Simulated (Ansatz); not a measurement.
BP, 2 atoms in the cell. The structure is cubic, space group F-43m (No. 216). Conventional cell: a = 4.538 Å, b = 4.538 Å, c = 4.538 Å, α = 90.00°, β = 90.00°, γ = 90.00°. Around P (site symmetry -43m) lie 4 B at 1.97 Å. B (site symmetry -43m) is surrounded by 4 P at 1.97 Å. 

- Program: Ansatz 0.2.0
- Task: band structure
- Functional: PBE
- Potentials or basis: all-electron LAPW, scalar-relativistic
- Cutoff: 281 eV (chosen from the basis error)
- Basis error allowed: 0.001 eV/atom
- k mesh: 10 × 10 × 10
- Occupations: fermi-dirac, width 0.05 eV
- Spin: no spin polarisation

Potentials or basis: all-electron LAPW, scalar-relativistic.

The run is started by

```bash
$ ansatz run input.yaml --threads 1 --pin off --max-ram 3072MiB --backend cpu --events-out ev --progress --plain --runs-dir out
```

Hardware: 1 thread of Arm Neoverse V1, with other jobs on the host.

Estimate the wall time of this run.

Wall time 8.7 s on 1 thread of Arm Neoverse V1, with other jobs on the host, peak memory 0.22 GiB. Counts: scf iterations 6, plane waves 259, k points 47, bands 13.
